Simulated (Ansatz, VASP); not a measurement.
Two plane-wave programs on Re

```xyz
1
Lattice="0.0000 1.9578 1.9578 1.9578 0.0000 1.9578 1.9578 1.9578 0.0000" Properties=species:S:1:pos:R:3 pbc="T T T"
Re    0.0000    0.0000    0.0000
```

Alike in both runs: functional PBE; k mesh 18 × 18 × 18; occupations fermi-dirac, width 0.05 eV; no spin polarisation.

Ansatz relaxed the structure, and its values are those at the end. VASP's run is a single point on that final structure, the one shown.

|  | VASP | Ansatz |
| --- | --- | --- |
| version | VASP 6.6.1 | Ansatz 0.2.0 |
| potentials or method | VASP PAW PBE potentials, release 64 (Re) | PAW with Ansatz's default frozen-core files, scalar-relativistic |
| plane-wave cutoff (eV) | 520 | 420 |
| valence electrons in the cell | 7 | 15 |

```tsv
	VASP	Ansatz	Ansatz less VASP
pressure (GPa)	-0.6	0.0	+0.59
```

The two sets of potentials don't hold the same shells in valence.

Spin-orbit coupling is left out, which matters for the levels of Re.
